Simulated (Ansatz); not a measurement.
# Mg on Co(0001): change of the work function, part 4 of 4

Aim: the work function of Co(0001) at several coverages of Mg (fcc site), and the dipole that each adsorbate carries.

Ansatz 0.2.0; plane-wave DFT, PBE, Ansatz PAW.

So far, work function, upper face (eV): step 2 (the clean slab) 4.93; step 3 (37 atoms, coverage 0.111 ML, cell 3x3) 3.47.

**4. The covered slab, k-mesh 6×6×1, coverage 0.25 ML (continued)**

Projected DOS per atom, spin down over height of the atomic layer and energy from the Fermi level. Layers: Co4 Co4 Co4 Co4 Mg from below.

Values in states/eV, 22 rows by 5 columns, each cell a mean:
```
0.18 0.15 0.15 0.17 0.03
0.76 1.02 1.04 0.77 0.12
1.47 1.52 1.47 1.28 0.30
1.29 0.84 0.86 1.25 0.22
0.76 0.69 0.59 0.83 0.11
1.35 1.12 1.07 1.04 0.08
1.80 1.12 1.31 1.67 0.11
1.13 0.99 0.85 1.17 0.07
0.41 0.47 0.40 0.45 0.04
0.84 0.93 0.86 0.85 0.33
0.39 0.60 0.71 0.68 0.34
0.42 0.69 0.71 0.47 0.05
0.20 0.38 0.41 0.24 0.05
0.19 0.29 0.33 0.22 0.06
0.13 0.20 0.23 0.16 0.04
0.09 0.08 0.09 0.10 0.03
0.07 0.07 0.08 0.08 0.03
0.05 0.10 0.10 0.07 0.01
0.05 0.07 0.06 0.06 0.01
0.05 0.09 0.08 0.06 0.01
0.02 0.05 0.05 0.03 0.00
0.01 0.04 0.05 0.02 0.00
```
Columns: height of the atomic layer (Å) from 9 to 17.1; rows upwards: energy from the Fermi level (eV) from -7.96 to 1.95.

Site moment by atom:

```
atom  site moment (μB)
 Co1              1.83
 Co2              1.76
 Co3              1.75
 Co4              1.68
 Co5              1.83
 Co6              1.76
 Co7              1.75
 Co8              1.68
 Co9              1.83
Co10              1.76
Co11              1.75
Co12              1.68
Co13              1.84
Co14              1.77
Co15              1.71
Co16              1.85
Mg17              0.01
```

Spin density in the ca plane at fractional y = 0.000, with atoms of Co within 0.2 Å of it.

Values in e/Å³, 7 rows by 16 columns, each cell a mean:
```
0.0 0.0 0.3 0.9 0.0 0.0 0.4 0.9 0.0 0.0 0.0 0.0 0.0 0.0 0.0 0.0
0.1 0.1 0.0 0.0 0.0 0.1 0.0 0.0 0.0 0.0 0.0 0.0 0.0 0.0 0.0 0.0
0.0 0.0 0.2 0.4 0.0 0.0 0.2 0.4 0.0 0.0 0.0 0.0 0.0 0.0 0.0 0.0
0.0 0.0 0.8 2.2 0.0 0.0 0.8 2.0 0.0 0.0 0.0 0.0 0.0 0.0 0.0 0.0
0.0 0.0 0.1 0.1 0.0 0.0 0.0 0.1 0.0 0.0 0.0 0.0 0.0 0.0 0.0 0.0
0.0 0.1 0.0 0.0 0.0 0.1 0.0 0.0 0.0 0.0 0.0 0.0 0.0 0.0 0.0 0.0
0.0 0.0 0.6 1.8 0.0 0.0 0.6 1.6 0.0 0.0 0.0 0.0 0.0 0.0 0.0 0.0
```
Columns run along c (16.0 Å, from fractional 0.31 to 0.92 of the cell), rows up along a (5.0 Å). Atoms in or near the plane, at fractional coordinates: Co at (0.42, 0.00), Co at (0.57, 0.00), Co at (0.42, 0.50), Co at (0.57, 0.51).

ELF in the ca plane at fractional y = 0.000, with atoms of Co within 0.2 Å of it. It is the smooth field of the valence electrons, not physical close to the nuclei.

Ten even steps from '0' (0.00) to '9' (0.96), each cell a mean:
```
33323225972232232269721234444321000000000000
22111212321221112223211222221100000000000000
11221222222212212222222221100000000000000000
11221222222212212222222221100000000000000000
22111212321221112223211222221100000000000000
33323225972232232269721234444321000000000000
44333227983233332279831344467764210000000000
32222213642222222235422310137887521000000000
11111221112211112211123200015898642000000000
11221232223212211322344111104898742100000000
11111221112211112211123200015898642000000000
32222213642222222235422310137887521000000000
44333227983233332279831344467764210000000000
```
Columns run along c (16.0 Å, from fractional 0.31 to 0.92 of the cell), rows up along a (5.0 Å). Atoms in or near the plane, at fractional coordinates: Co at (0.42, 0.00), Co at (0.57, 0.00), Co at (0.42, 0.50), Co at (0.57, 0.51).

Electrostatic potential energy in the ca plane at fractional y = 0.000, with atoms of Co within 0.2 Å of it. With pseudopotentials it is smooth inside the atoms' cores, unlike the true potential.

Values in eV, 7 rows by 16 columns, each cell a mean:
```
  3   1 -19 -32   1   0 -20 -32   5   6   6   7   7   7   7   7
 -6 -12   2   0  -4 -13   1   0   7   7   7   7   7   7   7   7
  1  -2 -13 -23   0  -3 -14 -23   5   7   7   7   7   7   7   7
  5   3 -28 -44   2   3 -29 -43   2   3   5   7   7   7   7   7
 -2  -6  -5 -12  -1  -7  -5 -10   0  -5   3   6   7   7   7   7
 -4  -9  -1  -4  -2 -10   0  -3  -1  -8   3   6   7   7   7   7
  4   3 -25 -40   2   3 -25 -39   2   2   5   6   7   7   7   7
```
Columns run along c (16.0 Å, from fractional 0.31 to 0.92 of the cell; values clipped at the 3rd and 97th percentile), rows up along a (5.0 Å). Atoms in or near the plane, at fractional coordinates: Co at (0.42, 0.00), Co at (0.57, 0.00), Co at (0.42, 0.50), Co at (0.57, 0.51).

The relaxation took 5 steps and lowered the energy by 0.093 eV; the largest force on the free atoms ends at 0.0077 eV/Å.

By hand: a sheet of dipoles makes a step −p/(ε₀A) in the electron's potential. With e/ε₀ = 180.95 V·Å, p = 0.2393 e·Å and A = 21.82 Å², that is −180.95 × (0.2393) / 21.82 = -1.984 eV, and the two vacuum levels of the run differ by -1.984 eV.

The covered face has 3.00 eV, -1.93 eV against the clean one; the bare back face has moved by -0.01 eV, a measure of how thin the slab is.

**5. Work function against coverage**

This step: plane-wave DFT, PBE, Ansatz PAW; work function against coverage (Ansatz 0.2.0).

The runs are now put side by side.

This step gave:

```yaml
work_function_of_the_clean_face: 4.925 eV
largest_change_of_the_work_function: -1.928 eV
```

Table of work function of the covered face by coverage:

```
coverage (adsorbates/nm²)  work function of the covered face (eV)
                     0.00                                    4.93
                     2.04                                    3.47
                     4.58                                    3.00
```

The dipole per adsorbate comes from the change of the cell's dipole. Coverage, by row:

```
coverage (1/nm²)  coverage (ML)  work function (eV)  change (eV)  dipole per adsorbate, positive end outwards (debye)  mean height of the added atoms over the highest substrate atom (Å)
           2.036         0.1111               3.469       -1.457                                                1.886                                                               2.092
           4.582           0.25               2.998       -1.928                                                1.113                                                               2.033
```

**6. What came out**

```json
{
  "work function of the clean face": "4.93 eV",
  "work function at 0.11 ML": "3.47 eV",
  "work function at 0.25 ML": "3.00 eV",
  "dipole per adsorbate at 0.11 ML, positive end outwards": "1.89 D"
}
```

**Reading.** Mg lowers the work function of Co(0001) at the lowest coverage, by 1.46 eV: the adsorbate layer has its positive end outwards. The slab has 4 layers, at the tabulated experimental lattice constant, one starting site was run, and quantum-size effects of a slab this thin can reach one or two tenths of an eV. The magnetic order is the one reached from the typed start; other orders were not compared.

[Long decimals in the printed logs are rounded to 6 places.]

[Logs are printed without paths, hosts, clocks, repeated set-up lines and the standing remarks that a program may print on its own settings, such as how far it seeks lower states.]

[Hosts, paths, dates, database ids (printed as entryN), source tags and the programs' standing remarks are cut or masked in the printed files.]

[Maps of the electrostatic potential energy from Ansatz leave out the sawtooth potential of an applied field or a dipole correction, so their vacuum need not be flat; planar profiles and work functions include it.]
